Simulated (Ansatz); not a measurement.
Here is an Ansatz 0.2.0 calculation.

The input input.yaml:

```yaml
crystal:
  lattice:
    - [0.0, 3.19375, 3.19375]
    - [3.19375, 0.0, 3.19375]
    - [3.19375, 3.19375, 0.0]
  atoms:
    - { symbol: Ba, position: [0.0, 0.0, 0.0] }
    - { symbol: S, position: [0.5, 0.5, 0.5] }
hamiltonian:
  xc: pbe
  pseudopotentials: { kind: paw }
kpoints:
  mp_grid: { grid: [7, 7, 7] }
  band_path:
    path:
      - [[0.0, 0.0, 0.0], [0.5, 0.0, 0.5], [0.5, 0.25, 0.75], [0.375, 0.375, 0.75], [0.0, 0.0, 0.0], [0.5, 0.5, 0.5], [0.625, 0.25, 0.625], [0.5, 0.25, 0.75], [0.5, 0.5, 0.5], [0.375, 0.375, 0.75]]
      - [[0.625, 0.25, 0.625], [0.5, 0.0, 0.5]]
    npoints: 14
scf:
  occupations: { method: fermi_dirac, width: 0.05 }
  n_extra_bands: 6
output:
  forces: true
  stress: true
  eigenvalues: true
  fatbands: false
  write_density: true
  write_potential: true
  elf: true
  volumetric_format: npy
```

Potentials or basis: Ansatz PAW.

Run with:

```console
$ ansatz run input.yaml --threads 2 --pin off --max-ram 5632MiB --backend cpu --events-out ev --progress --plain --runs-dir out
```

**Question.** Predict the pressure.

**Answer.** 0.8 GPa.

**Question.** What does it give for the band gap on the k mesh?

**Answer.** 2.26 eV, indirect (least direct gap 2.38 eV).

Levels at the corners of the path, in eV from the valence-band top:
```tsv
point	band 4	band 5	band 6	band 7	band 8	band 9	band 10	band 11	band 12	band 13
Γ	-11.00	-10.29	0.00	0.00	0.00	3.69	3.97	3.97	3.97	4.89
X	-11.19	-10.20	-0.45	-0.10	-0.10	2.21	6.03	6.12	7.60	7.60
W	-11.34	-9.64	-1.06	-0.42	-0.42	4.30	4.30	6.37	6.92	7.63
K	-11.14	-9.69	-0.88	-0.55	-0.46	3.34	5.92	6.67	6.75	7.27
Γ	-11.00	-10.29	0.00	0.00	0.00	3.69	3.97	3.97	3.97	4.89
L	-11.04	-9.04	-1.85	-1.01	-1.01	5.55	5.64	6.41	6.41	7.86
U	-11.14	-9.69	-0.88	-0.55	-0.46	3.34	5.92	6.67	6.75	7.27
W	-11.34	-9.64	-1.06	-0.42	-0.42	4.30	4.30	6.37	6.92	7.63
L	-11.04	-9.04	-1.85	-1.01	-1.01	5.55	5.64	6.41	6.41	7.86
K	-11.14	-9.69	-0.88	-0.55	-0.46	3.34	5.92	6.67	6.75	7.27
U	-11.14	-9.69	-0.88	-0.55	-0.46	3.34	5.92	6.67	6.75	7.27
X	-11.19	-10.20	-0.45	-0.10	-0.10	2.21	6.03	6.12	7.60	7.60
```

Caveat: the k mesh misses the band edges, so the gap on the mesh is wider than the one along the path; spin-orbit coupling is left out, which moves the levels of the heavy elements.

**Experimental background.**

From a printed reference work, monograph, original work of 1988, for a bulk crystal of BaS at 2 K: band gap 3.806 eV (indirect).

Against the measured gap of BaS, 3.806 eV (indirect; 2 K; a printed reference work, monograph, original work of 1988), the calculated 2.21 eV is off by -1.60 eV. Spin-orbit coupling on Ba is left out. The value is that of PBE, without temperature or zero-point motion. Semilocal functionals fall short of measured gaps as a rule.
